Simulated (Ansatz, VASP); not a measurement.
# Si53CN72 (C_Si): VASP beside Ansatz, part 2 of 2

One calculation is typed for both programs; each brings its own data sets. How far apart do they land? The structure shown is the start of the Ansatz relaxation below; VASP solves that cell, so the two are compared at the walk's first step.

VASP 6.6.1 and Ansatz 0.2.0.

So far: The starting structure; Ansatz: relaxation, PBEsol.

### Step 3. VASP: single point, PBEsol, start cell

Level of this step: PBEsol, spin-polarised from a ferromagnetic start; plane waves and PAW (Si, N, C) (VASP).

The same cell, functional and mesh now go to VASP, with its own data sets.

Lines of VASP's logs that name or quote its potential files are left out, and so is its time.

The input, INCAR:

```
SYSTEM = Si53CN72
PREC = Accurate
ENCUT = 520
EDIFF = 1E-06
NELM = 200
ISMEAR = 0
SIGMA = 0.01
LREAL = Auto
ALGO = Normal
GGA = PS
NELECT = 577
NBANDS = 384
ISPIN = 2
MAGMOM = 0 0.01 0 0 0 0 0 0 0 0 0 0 0 0 0 0 0 0 0 0 0 0 0 0 0 0 0 0 0 0 0 0 0 0 0 0 0.05 0 0 0.03 0 0 0 0 0 0.01 0 0 0 0 0 0 -0 -0 -0 0 0 0 0 0 0 0 -0 0.05 0 0 0 0 0 -0 0 -0 0 0 0 -0 -0 0 -0 0 0 0 -0 -0 0 0 0 0.01 0 -0 0 -0 0 0 0 0 0 -0 -0 0 -0 0 -0 0 0 -0 0.01 0 -0 -0 0 0.05 0 0 0 -0 0 0.04 0 -0 -0 -0 0 0 -0 0.05
LORBIT = 11
LWAVE = .FALSE.
LCHARG = .FALSE.
ISIF = 2
ISYM = 0
NUPDOWN = 1
LASPH = .TRUE.
GGA_COMPAT = .FALSE.
NCORE = 4
```

The input, POSCAR:

```
Si53CN72
1.0
   11.4366858822      6.6029736727      0.0000000000
  -11.4366858822      6.6029736727      0.0000000000
    0.0000000000      0.0000000000      8.7307673276
Si N C
53 72 1
Direct
    0.0180384510      0.8078320235      0.2544619409
    0.3494582588      0.4732230465      0.2525924603
[... 7 atom lines left out ...]
    0.1896100845      0.2127973961      0.2493651381
[... 3 atom lines left out ...]
    0.4523579776      0.3162575359      0.2472565032
[... 7 atom lines left out ...]
    0.5493848380      0.6857781967      0.4139085219
[... 1 atom line left out ...]
    0.1394147620      0.4558179611      0.4121995084
[... 2 atom lines left out ...]
    0.1903003834      0.2139889766      0.5829137130
    0.5262449269      0.8800611497      0.5889134147
[... 1 atom line left out ...]
    0.1207552945      0.6471890063      0.5890348244
    0.4553095934      0.3162809433      0.5786205050
[... 2 atom lines left out ...]
    0.6443499138      0.5245891707      0.4208848847
    0.9791979665      0.1954808047      0.4203233075
[... 1 atom line left out ...]
    0.3504026620      0.4693872188      0.9193046497
[... 2 atom lines left out ...]
    0.5504097339      0.6871278370      0.7491540840
[... 1 atom line left out ...]
    0.1391281148      0.4497582253      0.7515592563
[... 2 atom lines left out ...]
    0.1934462514      0.2098106949      0.9198773371
[... 3 atom lines left out ...]
    0.4559814915      0.3134863652      0.9210309585
[... 2 atom lines left out ...]
    0.6497026633      0.5273729067      0.7454479951
    0.9793292707      0.1919207423      0.7553321206
[... 1 atom line left out ...]
    0.3365684828      0.3346222896      0.2538198439
[... 4 atom lines left out ...]
    0.2170873984      0.4590310024      0.2469784063
[... 3 atom lines left out ...]
    0.4263676002      0.5474830190      0.0876312438
[... 5 atom lines left out ...]
    0.5410333198      0.7587749825      0.2489412349
[... 5 atom lines left out ...]
    0.5806143990      0.4547616813      0.2486812348
[... 2 atom lines left out ...]
    0.3311140721      0.3295235764      0.5861019780
[... 1 atom line left out ...]
    0.0006889969      0.3370554968      0.4142415969
[... 1 atom line left out ...]
    0.6700773773      0.6695058830      0.4198122413
    0.2169629815      0.4586477692      0.5799538357
[... 3 atom lines left out ...]
    0.4238607892      0.5431825940      0.4158831479
[... 1 atom line left out ...]
    0.1266291102      0.5800167483      0.4145680287
    0.4580050413      0.2468932713      0.4193748227
[... 1 atom line left out ...]
    0.2090724614      0.0891151579      0.5888109037
    0.5456247887      0.7608544474      0.5858286916
[... 1 atom line left out ...]
    0.1182541910      0.2108554053      0.4118790325
[... 3 atom lines left out ...]
    0.5750006360      0.4489948144      0.5844352287
[... 2 atom lines left out ...]
    0.3296551921      0.3329864019      0.9187853368
[... 1 atom line left out ...]
    0.0032184839      0.3324048443      0.7505366658
[... 1 atom line left out ...]
    0.6698826598      0.6658327977      0.7488133350
    0.2176706356      0.4587232472      0.9151382347
[... 3 atom lines left out ...]
    0.4279179267      0.5484053663      0.7499666128
[... 1 atom line left out ...]
    0.1235932831      0.5799589693      0.7526054416
    0.4541507006      0.2417301598      0.7452034576
[... 2 atom lines left out ...]
    0.5428943684      0.7539316413      0.9127345514
[... 1 atom line left out ...]
    0.1207059504      0.2097494032      0.7445093605
[... 3 atom lines left out ...]
    0.5737009166      0.4547302625      0.9178110811
[... 1 atom line left out ...]
    0.3568691149      0.4753928738      0.5811420474
```

The input, KPOINTS:

```
Points of the shifted mesh
1
Reciprocal
 0.2500000000  0.2500000000  0.2500000000 1
```

PAW data sets: Si, N and C (PBE family, release 64).

Run with:

```bash
$ mpirun -np 16 vasp_std
```

Numbers of over 12 decimals in the logs are rounded to 6 here.

Output:

```text
[banner, memory and clock lines left out]
running   16 mpi-ranks, on    1 nodes
[...]
|                                                                             |
|               ----> ADVICE to this user running VASP <----                  |
|                                                                             |
|     You enforced a specific xc type in the INCAR file but a different       |
|     [... a line on the potential file left out ...]
|     I HOPE YOU KNOW WHAT YOU ARE DOING!                                     |
|                                                                             |

 LDA part: xc-table for (Slater+PW92), standard interpolation
 POSCAR, INCAR and KPOINTS ok, starting setup
[...]
entering main loop
       N       E                     dE             d eps       ncg     rms          rms(c)
DAV:   1     0.272254472411E+04    0.27225E+04   -0.28486E+05  1544   0.139E+03
DAV:   2    -0.936600535396E+03   -0.36591E+04   -0.35090E+04  1880   0.300E+02
DAV:   3    -0.120224360832E+04   -0.26564E+03   -0.26330E+03  1872   0.827E+01
DAV:   4    -0.120834513146E+04   -0.61015E+01   -0.60740E+01  1928   0.127E+01
DAV:   5    -0.120849398620E+04   -0.14885E+00   -0.14854E+00  1880   0.194E+00BRMIX: very serious problems
 the old and the new charge density differ
 old charge density:   576.00000 new  577.00000
    0.867E+01
DAV:   6    -0.106893237408E+04    0.13956E+03   -0.51829E+02  1776   0.311E+01    0.396E+01
DAV:   7    -0.106686180954E+04    0.20706E+01   -0.26282E+01  1928   0.745E+00    0.185E+01
DAV:   8    -0.106591281406E+04    0.94900E+00   -0.17616E+00  1816   0.234E+00    0.644E+00
DAV:   9    -0.106579088309E+04    0.12193E+00   -0.33160E-01  1872   0.108E+00    0.130E+00
[...]
DAV:  17    -0.106581457290E+04   -0.11791E-04   -0.96548E-06  1760   0.486E-03    0.525E-03
DAV:  18    -0.106581457606E+04   -0.31544E-05   -0.26227E-06  1320   0.257E-03    0.272E-03
DAV:  19    -0.106581457676E+04   -0.69730E-06   -0.94884E-07  1264   0.150E-03
   1 F= -.10658146E+04 E0= -.10658146E+04  d E =-.414812E-25  mag=     1.0000
```

From OUTCAR (step 3):

```text
 magnetization (x)
# of ion       s       p       d       tot
------------------------------------------
    1        0.000   0.000   0.000   0.001
    2        0.001   0.005   0.000   0.007
    3        0.000   0.000   0.000   0.001
    4        0.000   0.000   0.000   0.000
    5        0.001   0.000   0.000   0.001
    6        0.000   0.000   0.000   0.000
[...]
124       -0.000  -0.000   0.000  -0.000
  125        0.000   0.000   0.000   0.000
  126        0.189   0.032   0.000   0.221
--------------------------------------------------
tot          0.295   0.262   0.000   0.557
```

The cell is charged against a uniform background.

The run ends at a pressure of 1.84 GPa, with forces up to 3.4 eV/Å.

### Step 4. Comparison

Known differences besides the potentials themselves: VASP starts from the moments at which Ansatz ended; fixed occupations in Ansatz, narrow Gaussian smearing in VASP; the cutoff is 420 eV in Ansatz and 520 eV in VASP (PREC = Accurate, projectors in real space); Ansatz makes its cores anew for this functional, VASP keeps those of its PBE data sets. Total energies have different zeros and are not compared.

Forces on 10 of the 126 atoms, those with the largest forces and the largest differences (eV/Å; atoms numbered as in POSCAR):

```
atom          Ansatz x, y, z            VASP x, y, z
Si14     1.377, 0.784, 1.599     1.400, 0.799, 1.602
Si21    -0.927, 0.012, 3.201   -0.936, -0.004, 3.213
Si24     1.229, 1.658, 2.270     1.239, 1.653, 2.262
Si30   0.525, -0.911, -1.423   0.541, -0.910, -1.446
Si37    0.072, 2.933, -1.580    0.069, 2.953, -1.582
Si42    0.077, 2.456, -1.800    0.066, 2.478, -1.797
Si49  -1.562, -0.471, -2.592  -1.576, -0.477, -2.606
 N84    0.234, -0.011, 0.120     0.257, 0.003, 0.123
 N91   1.934, -0.878, -2.320   1.949, -0.887, -2.332
N120   -1.062, -0.989, 2.664   -1.069, -0.998, 2.678
```

The forces differ by 9.5 meV/Å r.m.s., which is 0.9 % of the r.m.s. force of 1.111 eV/Å (both taken over all components). Moments aren't recorded for both runs of this pair, so they may hold unlike magnetic states. The cell carries a charge of -1 e against a uniform background, so its pressure also hangs on how the neutralising background is counted, and in a defect's cell a gap may be the spacing between its levels.

### Step 5. What came out

```yaml
r_m_s_force_difference_single_point_pbesol_start_cell: 0.85 % of the r.m.s. force
```

In words: The r.m.s. force difference is 0.85 % of the r.m.s. force (single point, PBEsol, start cell), within the 3 % picked in this series as the mark of a large difference. 1 further run of this series is not shown here. How closely two codes agree says nothing of how well the functional describes the real material.

[Lines on the potential files, build, host, timing and source positions are cut from VASP's logs without a mark.]

[Logs are printed without paths, hosts, clocks, repeated set-up lines and the standing remarks that a program may print on its own settings, such as how far it seeks lower states.]

[Hosts, paths, dates, database ids (printed as entryN), source tags and the programs' standing remarks are cut or masked in the printed files.]
